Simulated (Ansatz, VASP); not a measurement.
# Si13C14 (C_Si) in two plane-wave programs, part 2 of 3

Wanted: the spread between two codes on one cell, functional and k mesh. The cell is taken from a series of runs on this material, whose earlier steps may have relaxed, scaled, displaced or heated it; both programs get it as it stands.

VASP 6.6.1 and Ansatz 0.2.0.

So far. Step 3 (VASP: single point, PBEsol, pair 1): The run ends at a pressure of -3.39 GPa, with forces up to 0.36 eV/Å.

## 5. VASP: single point, PBEsol, pair 2

Level of this step: PBEsol; plane waves and PAW (Si, C) (VASP).

A single point gives forces, pressure and levels at one fixed geometry, so differences don't come from the geometry; what else differs is listed under the comparison.

Input file INCAR:

```
SYSTEM = Si13C14
PREC = Accurate
ENCUT = 520
EDIFF = 1E-06
NELM = 120
ISMEAR = -1
SIGMA = 0.01
LREAL = Auto
ALGO = Normal
GGA = PS
NELECT = 218
NBANDS = 152
LORBIT = 11
LWAVE = .FALSE.
LCHARG = .FALSE.
ISIF = 2
ISYM = 0
LASPH = .TRUE.
GGA_COMPAT = .FALSE.
KPAR = 4
```

Input file POSCAR:

```
Si13C14
1.0
    0.0000000000      6.5348422423      6.5348422423
    6.5348422423      0.0000000000      6.5348422423
    6.5348422423      6.5348422423      0.0000000000
Si C
26 28
Direct
    0.9998220395      0.9990155630      0.9997840852
    0.9994336862      0.9998729243      0.3329496082
    0.0047967438      0.9962576950      0.6657044250
    0.9994340774      0.3321894224      0.0006326028
    0.9994791945      0.3322168671      0.3329951166
    0.9996995180      0.3324351305      0.6665471375
    0.0047841088      0.6649436340      0.9970311535
    0.9996888970      0.6657903722      0.3332048192
    0.0048118691      0.6644919214      0.6652528456
    0.3336373218      0.9988749044      0.9996449761
    0.3321885028      0.9962576950      0.3383126659
    0.3317128833      0.9968381221      0.6652288054
    0.3321718591      0.3375644420      0.9970367168
    0.3330312154      0.3324351305      0.3332154400
    0.3317297625      0.3375985475      0.6652456846
    0.3317100069      0.6644467307      0.9976298260
    0.3317369236      0.6644919214      0.3383277912
    0.6661241700      0.9988776990      0.9996400921
    0.6662681630      0.9990155630      0.3333379616
    0.6661290540      0.9988749044      0.6671532439
    0.6662709962      0.3325742202      0.9997869184
    0.6671166807      0.3321894224      0.3329499995
    0.6635207946      0.3375644420      0.6656877812
    0.6661243652      0.6663870757      0.9996402874
    0.6635152314      0.6649436340      0.3383000309
    0.6641139038      0.6644467307      0.6652259290
    0.0833217288      0.0823485409      0.0831096584
    0.0830157998      0.0827338605      0.4165317219
    0.0828049332      0.0831561049      0.7500522906
    0.0830207812      0.4157709048      0.0835003264
    0.0829606894      0.4157138281      0.4164766116
    0.0828366750      0.4156039480      0.7500776568
    0.0827996039      0.7492791185      0.0839310422
    0.0828464825      0.7493065871      0.4163624046
    0.1076339526      0.7411114221      0.7419060732
    0.4160769843      0.0827123011      0.0834877876
    0.4165363685      0.0831561049      0.4163208554
    0.4162514970      0.0827536008      0.7497674191
    0.4165400301      0.4155473966      0.0839325444
    0.4165617347      0.4156039480      0.4163525971
    0.4083523331      0.4404921005      0.7418682552
    0.4162562345      0.7490103129      0.0835023981
    0.4083901512      0.7411114221      0.4411498748
    0.3329630565      0.6658166668      0.6664789786
    0.4082446072      0.7409363376      0.7417605292
    0.7496410664      0.0823918156      0.0831569885
    0.7495937363      0.0823485409      0.4168376509
    0.7499718655      0.0827123011      0.7495929064
    0.7495937777      0.4160802793      0.0831096998
    0.7499844042      0.4157709048      0.4165367034
    0.7504166222      0.4155473966      0.7500559523
    0.7499643532      0.7488279018      0.0834802753
    0.7504151201      0.7492791185      0.4163155260
    0.7499864760      0.7490103129      0.7497721566
```

Input file KPOINTS:

```
Points of the shifted mesh
8
Reciprocal
 0.2500000000  0.2500000000  0.2500000000 1
 0.2500000000  0.2500000000  0.7500000000 1
 0.2500000000  0.7500000000  0.2500000000 1
 0.2500000000  0.7500000000  0.7500000000 1
 0.7500000000  0.2500000000  0.2500000000 1
 0.7500000000  0.2500000000  0.7500000000 1
 0.7500000000  0.7500000000  0.2500000000 1
 0.7500000000  0.7500000000  0.7500000000 1
```

Potentials, in the order of the species: Si and C (PBE family, release 64).

Started as:

```bash
$ mpirun -np 8 vasp_std
```

Numbers of over 12 decimals in the logs are rounded to 6 here.

The program printed:

```text
[banner, memory and clock lines left out]
running    8 mpi-ranks, on    1 nodes
[...]
[... a notice as in an earlier step ...]

 [... a notice as in an earlier step ...]

 LDA part: xc-table for (Slater+PW92), standard interpolation
 POSCAR, INCAR and KPOINTS ok, starting setup
[...]
entering main loop
       N       E                     dE             d eps       ncg     rms          rms(c)
DAV:   1     0.648935893740E+03    0.64894E+03   -0.99612E+04  2432   0.130E+03
DAV:   2    -0.383823763074E+03   -0.10328E+04   -0.97842E+03  2968   0.233E+02
DAV:   3    -0.454851267380E+03   -0.71028E+02   -0.70283E+02  2992   0.571E+01
DAV:   4    -0.456385409265E+03   -0.15341E+01   -0.15280E+01  3016   0.909E+00
DAV:   5    -0.456423270241E+03   -0.37861E-01   -0.37819E-01  3032   0.138E+00BRMIX: very serious problems
 the old and the new charge density differ
 old charge density:   216.00000 new  218.00000
BRMIX: very serious problems
 the old and the new charge density differ
 old charge density:   216.00000 new  218.00000
BRMIX: very serious problems
 the old and the new charge density differ
 old charge density:   216.00000 new  218.00000
BRMIX: very serious problems
 the old and the new charge density differ
 old charge density:   216.00000 new  218.00000
    0.441E+01
DAV:   6    -0.412192994521E+03    0.44230E+02   -0.13682E+02  2856   0.212E+01    0.201E+01
DAV:   7    -0.410812168476E+03    0.13808E+01   -0.13600E+01  3160   0.712E+00    0.857E+00
DAV:   8    -0.410442791226E+03    0.36938E+00   -0.97712E-01  2832   0.204E+00    0.253E+00
DAV:   9    -0.410398701293E+03    0.44090E-01   -0.14345E-01  2928   0.887E-01    0.413E-01
DAV:  10    -0.410399706568E+03   -0.10053E-02   -0.22483E-02  2952   0.355E-01    0.259E-01
DAV:  11    -0.410399886146E+03   -0.17958E-03   -0.32331E-03  2968   0.139E-01    0.109E-01
DAV:  12    -0.410399955209E+03   -0.69063E-04   -0.40440E-04  2824   0.498E-02    0.356E-02
DAV:  13    -0.410399954019E+03    0.11906E-05   -0.53451E-05  2896   0.164E-02    0.762E-03
DAV:  14    -0.410399954883E+03   -0.86490E-06   -0.38816E-06  2616   0.536E-03
   1 F= -.41039995E+03 E0= -.41039905E+03  d E =-.180030E-02
```

OUTCAR, selected parts (step 5):

```text
  Total       10.2623181     10.2665058     10.2638497     -1.9021038     -1.9170916     -1.9106825
  in kB       29.4591856     29.4712068     29.4635823     -5.4602115     -5.5032360     -5.4848378
  external PRESSURE =      29.4646582 kB  Pullay stress =       0.0000000 kB

 POSITION                                       TOTAL-FORCE (eV/Angst)
 -----------------------------------------------------------------------------------
     13.06184     13.06711     13.06209        -0.000642      0.002795      0.000562
      8.70978      8.70691     13.06515        -0.007048     -0.004594     -0.006812
     10.86066      4.38162      6.54173         0.019554     -0.023725     -0.060724
      2.17494      6.53528      8.70195        -0.004829     -0.006760     -0.004379
      4.34706      8.70751      8.70242         0.011090      0.008842      0.011137
      6.52819     10.88866      8.70529        -0.004614     -0.006705      0.005641
     10.86074      6.54670      4.37657         0.017221     -0.059992     -0.021661
      6.52828      8.71025     10.88364        -0.006779      0.005242     -0.006214
      8.68967      4.37877      4.37379         0.062257     -0.009728     -0.010487
     13.06001      8.71279      8.70776        -0.007251     -0.000241      0.002638
      8.72121      4.38162      8.68119        -0.061673     -0.023947      0.020469
     10.86135      6.51486      8.68187         0.009714      0.083649      0.011305
      8.72141      8.68617      4.37662        -0.064250      0.018589     -0.019945
      4.34992      4.35382      4.34872         0.005389     -0.005318     -0.003914
[...]
-----------------------------------------------------------------------------------
    total drift:                                0.028507      0.018416      0.003556

  FREE ENERGIE OF THE ION-ELECTRON SYSTEM (eV)
  ---------------------------------------------------
  free  energy   TOTEN  =      -410.3999548834 eV

  energy  without entropy=     -410.3981545804  energy(sigma->0) =     -410.39905473

[... 1 part as in an earlier step ...]
```

The run ends at a pressure of 2.95 GPa, with forces up to 0.38 eV/Å.

## 6. Ansatz: single point, PBEsol, pair 2

The same cell, functional, mesh and smearing now go to Ansatz.

The cell is taken from a series of runs on this material, whose earlier steps may have relaxed, scaled, displaced or heated it; both programs get it as it stands.

Input file input.yaml:

```yaml
crystal:
  checkpoint: "../qm2.relax.run"
  host: checkpoint
total_charge: -2
basis:
  ecutwfc: 420
  xc_grid: 2
hamiltonian:
  xc: pbesol
kpoints:
  mp_grid: { grid: [2, 2, 2], shift: [0.5, 0.5, 0.5] }
scf:
  occupations: { method: fermi_dirac, width: 0.01 }
  max_iter: 60
output:
  forces: true
  eigenvalues: true
  charged_corrections:
    epsilon: 7.01
    static_epsilon: 10.34
    defect_position: [0.333333, 0.666667, 0.666667]
  eigenstates: { localisation: true }
  populations: true
  band_densities: [{ bands: [v1, v1] }, { bands: [c1, c1] }]
  write_density: true
  write_potential: true
  volumetric_format: npy
  elf: true
checkpoint:
  write: "../qm2.pbesol.run"
  compress: false
  write_wavefunctions: false
  write_every: 100000
```

Started as:

```bash
$ ansatz run input.yaml --threads 4 --pin off --max-ram 7536MiB --backend cpu --events-out ev --progress --plain --runs-dir out
```

The program printed:

```text
[...]
Crystal: 54 atoms, lattice volume = 558.130 Å³
Basis set: ecut = 420 eV, 10969 PW (Γ), exchange–correlation on 128×128×128 points (8 copies of the dense FFT grid, shifted against one another)
Bands: 163, of which v1, the nominal top of the filled ones, is band 109 counted from 1 (108 counted from 0)
Symmetry: 1 space group operations
[...]
k-points: 4 of 8 (time reversal used)
[...]
6     Si      3.0003
     7      C      4.9844
[...]
50     Si      3.0302
    51      C      4.9820
    52     Si      3.0291
    53      C      4.9671
  spilling = 0.010583 (of n_electrons = 218.000000)
--- Band densities, each state counted as filled ---
  window                                       electrons  max residual (eV)  cut levels
  bands: [v1, v1]                               2.000000             3.0e-9           0
  bands: [c1, c1]                               2.000000             3.9e-4           1
[key lines of the parts left out:]
SCF converged after 8 iterations
Free energy (F): -23054.217652 eV
Fermi energy:    11.579094 eV
```

## 7. Side by side

Compared:

```tsv
quantity	Ansatz	VASP	difference
gap on the k mesh (eV)	0.072	0.071	+0.001
```

Forces on 10 of the 54 atoms, those with the largest forces and the largest differences (eV/Å; atoms numbered as in POSCAR):

```tsv
atom	Ansatz x, y, z	VASP x, y, z
Si12	0.010, 0.079, 0.008	0.010, 0.084, 0.011
Si16	0.008, 0.007, 0.078	0.008, 0.009, 0.081
Si26	0.078, 0.008, 0.008	0.078, 0.008, 0.010
C32	0.002, 0.004, -0.009	0.010, 0.004, -0.008
C35	-0.226, 0.210, 0.218	-0.225, 0.210, 0.217
C41	0.208, -0.225, 0.205	0.210, -0.226, 0.206
C43	0.220, 0.211, -0.229	0.222, 0.210, -0.229
C45	-0.207, -0.218, -0.207	-0.203, -0.218, -0.207
C49	0.003, 0.003, 0.002	0.004, 0.002, 0.010
C50	0.000, 0.000, 0.002	-0.005, -0.005, -0.002
```

The forces differ by 2.5 meV/Å r.m.s., which is 4.1 % of the r.m.s. force of 0.062 eV/Å (both taken over all components). A gap on the mesh is an upper bound, since the band edges may lie between its points. The cell carries a charge of -2 e against a uniform background, so its pressure also hangs on how the neutralising background is counted, and in a defect's cell a gap may be the spacing between its levels.

## 8. Ansatz: single point, PBEsol, pair 3

With cell and atoms fixed, the geometry can't cause a difference; cores, projectors, grids and the points listed under the comparison can.

The cell is taken from a series of runs on this material, whose earlier steps may have relaxed, scaled, displaced or heated it; both programs get it as it stands.

input.yaml, the sections that differ from step 6:

```yaml
crystal:
  checkpoint: "../qp2_M2.relax.run"
  host: checkpoint
total_charge: 2
magnetization:
  spin_polarized: true
  initial_magnetization: 2
  spin_locking: { lock_magnetization: hard }
output:
  forces: true
  eigenvalues: true
  charged_corrections:
    epsilon: 7.01
    static_epsilon: 10.34
    defect_position: [0.333333, 0.666667, 0.666667]
  eigenstates: { localisation: true }
  populations: true
  efg: {}
checkpoint:
  write: "../qp2_M2.pbesol.run"
  compress: false
  write_wavefunctions: false
  write_every: 100000
# basis, hamiltonian, kpoints, scf: as in step 6
```

The program printed:

```text
[...]
Crystal: 54 atoms, lattice volume = 558.130 Å³
Basis set: ecut = 420 eV, 10969 PW (Γ), exchange–correlation on 128×128×128 points (8 copies of the dense FFT grid, shifted against one another)
Bands: 162, of which v1, the nominal top of the filled ones, is band 107 counted from 1 (106 counted from 0)
Symmetry: 1 space group operations
[...]
k-points: 4 of 8 (time reversal used)
[...]
Starting moments: Σ|m| = 2 μB on 54 of 54 sites
[...]
--- Löwdin populations: 54 sites ---
  site symbol       q [e]    m [muB]
     0     Si      2.9334    -0.0030
     1      C      4.9221     0.0624
     2     Si      2.9334    -0.0028
     3      C      4.9147     0.0800
     4     Si      2.9627    -0.0025
     5      C      4.9155     0.0775
     6     Si      2.9334    -0.0028
     7      C      4.9146     0.0800
[...]
50     Si      2.9628    -0.0025
    51      C      4.9155     0.0775
    52     Si      2.9629    -0.0032
    53      C      4.9030     0.0641
  spilling = 0.008972 (of n_electrons = 214.000000)
```

(Continued in part 3 of 3.)

[Lines on the potential files, build, host, timing and source positions are cut from VASP's logs without a mark.]

[Logs are printed without paths, hosts, clocks, repeated set-up lines and the standing remarks that a program may print on its own settings, such as how far it seeks lower states.]

[Hosts, paths, dates, database ids (printed as entryN), source tags and the programs' standing remarks are cut or masked in the printed files.]
